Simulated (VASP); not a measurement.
# MgGaAu: formation energy of B on the Au site, part 2 of 2

How easily does B on the Au site form in MgGaAu? The host is relaxed first, then a supercell is run with and without the defect. The start is a cell from a database of measured crystal structures.

VASP 6.6.1, plane waves and PAW; the level of theory is named at each step.

So far. Step 5 (Reference Au): The run ended after 4 ionic steps, 0.000 eV below its first step, once forces and stress met EDIFFG = -0.02. Step 5 (Reference Au): Energy at zero smearing: -3.93715 eV.

## 6. The defect cell

This step: PBEsol; plane waves and PAW (B, Au, Ga, Mg) (VASP 6.6.1).

System of this step: Mg12Ga12BAu11. The cell holds 36 atoms: 1 B, 11 Au, 12 Ga and 12 Mg. Cell: a = 8.151 Å, b = 8.151 Å, c = 15.035 Å, α = 62.5°, β = 62.5°, γ = 106.0°. It derives from MgGaAu. Nearest the centre at fractional (0.083, 0.417, 0.125): B1 at 0.00 Å, Ga21 at 2.68 Å, Ga17 at 2.68 Å, Ga13 at 2.68 Å, Mg33 at 2.84 Å, Mg36 at 2.84 Å, Mg25 at 2.84 Å, Mg28 at 2.84 Å.

The host is treated as a metal, since its gap is under 0.3 eV or closed. The atoms relax at the host's fixed cell.

File INCAR:

```
SYSTEM = Mg12Ga12BAu11
PREC = Normal
ENCUT = 320
EDIFF = 1E-05
NELM = 120
ISMEAR = 1
SIGMA = 0.2
LREAL = Auto
ALGO = Fast
GGA = PS
LORBIT = 11
LWAVE = .FALSE.
LCHARG = .TRUE.
KPAR = 4
IBRION = 2
NSW = 50
ISIF = 2
EDIFFG = -0.03
POTIM = 0.4
MAXMIX = 40
ISYM = 2
```

File POSCAR:

```
Mg12Ga12BAu11
1.0
   -3.7588302299      6.5104849353      3.1492496688
    7.5176604598      0.0000000000      3.1492496688
    7.5176604598     13.0209698706      0.0000000000
B Au Ga Mg
1 11 12 12
Direct
    0.0833333300      0.4166666700      0.1250000000
    0.0833333300      0.4166666700      0.6250000000
    0.5833333300      0.9166666700      0.3750000000
    0.5833333300      0.9166666700      0.8750000000
    0.4166666700      0.0833333300      0.1250000000
    0.4166666700      0.0833333300      0.6250000000
    0.9166666700      0.5833333300      0.3750000000
    0.9166666700      0.5833333300      0.8750000000
    0.0000000000      0.0000000000      0.0000000000
    0.0000000000      0.0000000000      0.5000000000
    0.5000000000      0.5000000000      0.2500000000
    0.5000000000      0.5000000000      0.7500000000
    0.8958862700      0.6041137300      0.1979431400
    0.8958862700      0.6041137300      0.6979431400
    0.3958862700      0.1041137300      0.4479431400
    0.3958862700      0.1041137300      0.9479431400
    0.2500000000      0.2500000000      0.2291137300
    0.2500000000      0.2500000000      0.7291137300
    0.7500000000      0.7500000000      0.4791137300
    0.7500000000      0.7500000000      0.9791137300
    0.1041137300      0.3958862700      0.9479431400
    0.1041137300      0.3958862700      0.4479431400
    0.6041137300      0.8958862700      0.1979431400
    0.6041137300      0.8958862700      0.6979431400
    0.8129628400      0.1870371600      0.4064814200
    0.8129628400      0.1870371600      0.9064814200
    0.3129628400      0.6870371600      0.6564814200
    0.3129628400      0.6870371600      0.1564814200
    0.0000000000      0.0000000000      0.1870371600
    0.0000000000      0.0000000000      0.6870371600
    0.5000000000      0.5000000000      0.4370371600
    0.5000000000      0.5000000000      0.9370371600
    0.6870371600      0.3129628400      0.1564814200
    0.6870371600      0.3129628400      0.6564814200
    0.1870371600      0.8129628400      0.4064814200
    0.1870371600      0.8129628400      0.9064814200
```

File KPOINTS:

```
Automatic mesh
0
Gamma
4 4 3
0 0 0
```

Potentials, in the order of the species: B, Au, Ga and Mg (PBE family, release 64).

The run is started by

```bash
$ mpirun -np 4 vasp_std
```

Wall time 18 min (4 MPI ranks of Intel Xeon 6975P-C (Granite Rapids), shared host); peak memory 2.9 GiB; 73 min of CPU time.

Step by step:

| step | energy less that of the first step (eV) | largest force (eV/Å) |
| --- | --- | --- |
| 1 | 0.0000 | 0.5439 |
| 2 | -0.0655 | 0.4503 |
| 3 | -0.1811 | 0.1772 |
| 4 | -0.1927 | 0.1501 |
| 5 | -0.2055 | 0.0915 |
| 6 | -0.2148 | 0.0719 |
| 7 | -0.2159 | 0.0787 |
| 8 | -0.2213 | 0.0671 |
| 9 | -0.2232 | 0.0509 |
| 10 | -0.2233 | 0.0628 |
| 11 | -0.2263 | 0.0349 |
| 12 | -0.2272 | 0.0394 |
| 13 | -0.2265 | 0.0470 |
| 14 | -0.2266 | 0.0397 |
| 15 | -0.2285 | 0.0319 |
| 16 | -0.2288 | 0.0312 |
| 17 | -0.2290 | 0.0322 |
| 18 | -0.2301 | 0.0228 |

The atoms that moved most (Å):

```csv
atom,dx,dy,dz,length
Ga21,0.063,0.153,0.002,0.166
Ga13,-0.153,-0.017,0.005,0.154
Ga17,0.079,-0.123,0.009,0.146
Mg25,-0.050,-0.089,-0.001,0.102
Mg29,0.082,0.014,-0.007,0.084
Mg33,-0.047,0.068,-0.003,0.083
Mg32,0.076,0.020,0.006,0.079
Mg28,-0.028,-0.068,0.009,0.074
```

Final coordinates:

```xyz
36
Lattice="-3.7588 6.5105 3.1492 7.5177 0.0000 3.1492 7.5177 13.0210 0.0000" Properties=species:S:1:pos:R:3 pbc="T T T"
B     3.7464    2.1665    1.6074
Au    7.5282    8.6806    1.5588
Au    7.5084    8.6803    4.6982
Au   11.2735   15.1910    4.7225
Au    0.0577    4.3162    1.5794
Au    3.7615   10.8525    1.5815
Au    3.7008   10.8076    4.7189
Au    7.5214   17.4304    4.7295
Au    0.0235    0.0389   -0.0132
Au    3.7366    6.4673    0.0140
Au    3.7253    6.4932    3.1588
Au    7.5527   13.0383    3.1363
Ga    2.5096    8.3931    4.7289
Ga    6.4528   14.9122    4.7214
Ga    2.6835    8.3914    1.5699
Ga    6.4553   14.9129    1.5772
Ga    2.7410    4.4879    1.5835
Ga    6.4363   11.1526    1.5548
Ga    6.4024   11.1433    4.6917
Ga   10.1834   17.6620    4.7473
Ga    9.7740   13.1744    1.5770
Ga    5.9123    6.5019    1.5835
Ga    5.9487    6.4803    4.7020
Ga    9.6857   13.0042    4.7578
Mg    1.3565   10.4963    3.1483
Mg    5.1955   17.1006    3.1517
Mg    8.9423   10.5824    3.1413
Mg    5.1366    4.0072    3.1585
Mg    1.4885    2.4495   -0.0071
Mg    5.1630    8.9639    0.0016
Mg    5.1595    8.9500    3.1390
Mg    8.9996   15.4764    3.1553
Mg    0.8998    6.5784    3.1466
Mg    4.6899   13.0104    3.1540
Mg    8.4432    6.4918    3.1384
Mg   12.1814   13.0803    3.1615
```

This step gave:

```
electronic cycles       : 125
electrons               : 184
free energy (TOTEN)     : -124.3125 eV
energy at zero smearing : -124.3100 eV
Fermi energy            : 5.576 eV
```

Valence density in the ac plane at fractional y = 0.417, through the centre, with atoms of B and Au and Ga within 0.45 Å of it. It is the smooth field of the valence electrons, not physical close to the nuclei.

Ten steps, logarithmic in the rise over the least value, from '0' (0.0 e/Å³) to '9' (3.7 e/Å³), each cell a mean:
```
43123332100112234565544
43213333221111223566644
33333444433222222345543
22222345676543222223333
22111235789864333333222
22222234688876433333332
44332333456665432233344
88764333333333322223356
99987433333322211112357
79998543222222211001235
45676543222222222222223
34444332111122233433333
43333322100012234565444
43103332211111234566644
33333443333222222345544
22233345666533222233333
22112235788864333333322
22222234689986433333332
33322333456765433333333
55443333333443322222334
55554433333222221112234
45555433332221111111223
34554332222222222222223
34443322111122233443333
```
Columns run along a (8.2 Å), rows up along c (15.0 Å). Atoms in or near the plane, at fractional coordinates: B at (0.09, 0.12), Au at (0.08, 0.63), Ga at (0.11, 0.96), Ga at (0.11, 0.45).

The run ended after 18 ionic steps, 0.230 eV below its first step, once the forces on the free atoms met EDIFFG = -0.03.

The 9 first neighbours (Ga and Mg) lie 2.79 Å from the site on average (2.68 to 2.84) in the perfect crystal and 2.70 Å on average from the atom on it after the relaxation (-3.3 %, spread from 2.50 to 2.80 Å).

## 7. Formation energies

This step: point defect, PBEsol; plane waves and PAW (VASP 6.6.1).

Derived from the runs above.

Numbers from this step:

| Item | Value |
| --- | --- |
| formation energy of the neutral defect | 3.318 eV |

Formation energy:

```csv
formation energy (eV),largest move (Å)
3.318,0.1659
```

The formation energy is the energy of the relaxed defect cell less that of the perfect cell, with each removed atom booked to its reference and each added atom taken from it.

References, in eV an atom: B -7.032 (crystal R-3m) and Au -3.937 (crystal Fm-3m). They were run at the supercell's cutoff and functional, without U, and count both elements from their own phases.

## 8. Defect, bad settings

This step: PBEsol; plane waves and PAW (B, Au, Ga, Mg) (VASP 6.6.1).

As a lesson, the run is repeated with a fault in its input.

File INCAR:

```
SYSTEM = Mg12Ga12BAu11
PREC = Normal
ENCUT = 320
EDIFF = 1E-05
NELM = 74
ISMEAR = 1
SIGMA = 0.2
LREAL = Auto
ALGO = Fast
GGA = PS
LORBIT = 11
LWAVE = .FALSE.
LCHARG = .FALSE.
KPAR = 4
ISYM = 0
ICHARG = 11
```

File POSCAR:

```
Mg12Ga12BAu11
1.0
   -3.7588302299      6.5104849353      3.1492496688
    7.5176604598      0.0000000000      3.1492496688
    7.5176604598     13.0209698706      0.0000000000
B Au Ga Mg
1 11 12 12
Direct
    0.0892162287      0.4211781140      0.1217752890
    0.0801186632      0.4148496040      0.6266072808
    0.5798584708      0.9119909723      0.3767123371
    0.5833045620      0.9162566810      0.8750034071
    0.4126639125      0.0888584746      0.1251488444
    0.4176494774      0.0845425740      0.6246355419
    0.9180708985      0.5803345524      0.3709772683
    0.9199549379      0.5818178436      0.8786595203
    0.9978404526      0.9979813234      0.0040660001
    0.0020503038      0.0024070898      0.4956606632
    0.5030816443      0.4999510158      0.2471279532
    0.4962761887      0.4996023642      0.7531954519
    0.9061691066      0.5954109830      0.1914964103
    0.8930549913      0.6061687741      0.6987136876
    0.3930001940      0.1055037239      0.4479563136
    0.3937113252      0.1070957089      0.9484459336
    0.2414408539      0.2613769386      0.2239486856
    0.2470247962      0.2466700021      0.7329945329
    0.7469722091      0.7428179596      0.4823136330
    0.7546317277      0.7527940219      0.9791130940
    0.1061987823      0.3945559064      0.9586877265
    0.1078507936      0.3949559203      0.4454176964
    0.5997082436      0.8933304455      0.1978267550
    0.6105418000      0.9002259030      0.6934439536
    0.8126731867      0.1870106434      0.3997709473
    0.8114926789      0.1892900066      0.9075634933
    0.3103510573      0.6871368381      0.6575408703
    0.3137079644      0.6892217863      0.1508983847
    0.9939277200      0.0038110403      0.1911593754
    0.0010730644      0.9994330933      0.6878824034
    0.4988916194      0.4978593172      0.4379048885
    0.4966846984      0.5052453608      0.9402306939
    0.6923400546      0.3068195345      0.1590438105
    0.6884178687      0.3130755867      0.6549796533
    0.1860077935      0.8105624931      0.4055609219
    0.1940417295      0.8098574035      0.9075366179
```

File KPOINTS:

```
Automatic mesh
0
Monkhorst-Pack
4 4 3
0 0 0
```

The run is started by

```bash
$ mpirun -np 4 vasp_std
```

The job ended after 5.2 s (4 MPI ranks).

The input was rejected at the start.

VASP's message: “ERROR: charge density could not be read from file CHGCAR for ICHARG>10”. No number of this run is used.

The fault in the input: density file missing or never updated (ICHARG = 11). ICHARG = 11 needs the CHGCAR of a converged run, and 12 never updates the atomic density.

## 9. Outcome

```
formation energy at charge 0 : 3.318 eV
```

What this shows: B on the Au site costs 3.32 eV, with every exchanged atom at the energy of its element. The 9 first neighbours (Ga and Mg) lie 2.79 Å from the site on average (2.68 to 2.84) in the perfect crystal and 2.70 Å on average from the atom on it after the relaxation (-3.3 %, spread from 2.50 to 2.80 Å). With metallic smearing the value can move by tenths of an eV with the k mesh. The supercell of 36 atoms is small, so interactions between images remain.

[Lines on the potential files, build, host, timing and source positions are cut from VASP's logs without a mark.]

[Logs are printed without paths, hosts, clocks, repeated set-up lines and the standing remarks that a program may print on its own settings, such as how far it seeks lower states.]

[Hosts, paths, dates, database ids (printed as entryN), source tags and the programs' standing remarks are cut or masked in the printed files.]

[In band tables of VASP the shares of atoms and orbitals are scaled to a sum of 1 inside the atoms' spheres.]

[Runs that stopped without an error message from VASP are left out.]
